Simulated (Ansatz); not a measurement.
MgF$_{2}$:
```
CELL_PARAMETERS angstrom
      4.63869     0.00000     0.00000
      0.00000     4.63869     0.00000
      0.00000     0.00000     3.06203
ATOMIC_POSITIONS crystal
  Mg 0.00000 0.00000 0.00000
  Mg 0.50000 0.50000 0.50000
  F  0.30339 0.30339 0.00000
  F  0.19661 0.80339 0.50000
  F  0.69661 0.69661 0.00000
  F  0.80339 0.19661 0.50000
```

Relaxed with PBEsol.

Q: Give the optical modes at the zone centre with their infrared activity from DFPT, plane-wave PAW PBEsol (Ansatz code).

A: Transverse frequencies, without the LO–TO term; a row sums one degenerate level.

| ω (cm⁻¹) | degeneracy | IR ((D/Å)²/amu) | activity | symmetry |
|---|---|---|---|---|
| 85 | 1 | 0.00 | IR-inactive | B1g |
| 199 | 1 | 0.00 | IR-inactive | B1u |
| 234 | 2 | 7.54 | IR | Eu |
| 286 | 1 | 0.00 | IR-inactive | A2g |
| 286 | 2 | 0.00 | IR-inactive | Eg |
| 395 | 1 | 13.40 | IR | A2u |
| 397 | 1 | 0.00 | IR-inactive | A1g |
| 402 | 2 | 2.47 | IR | Eu |
| 417 | 1 | 0.00 | IR-inactive | B1u |
| 444 | 2 | 14.81 | IR | Eu |
| 500 | 1 | 0.00 | IR-inactive | B2g |

Q: How high does the top mode go among those that the LO–TO term moves?

A: 603 cm⁻¹ for q along x, 603 cm⁻¹ for q along y, 605 cm⁻¹ for q along z.

Space group P4_2/mnm (rutile). The PBEsol relaxation kept the symmetry of its start; of distortions, only those at the zone centre were tested.

Potentials: the later of the program's two PAW sets.
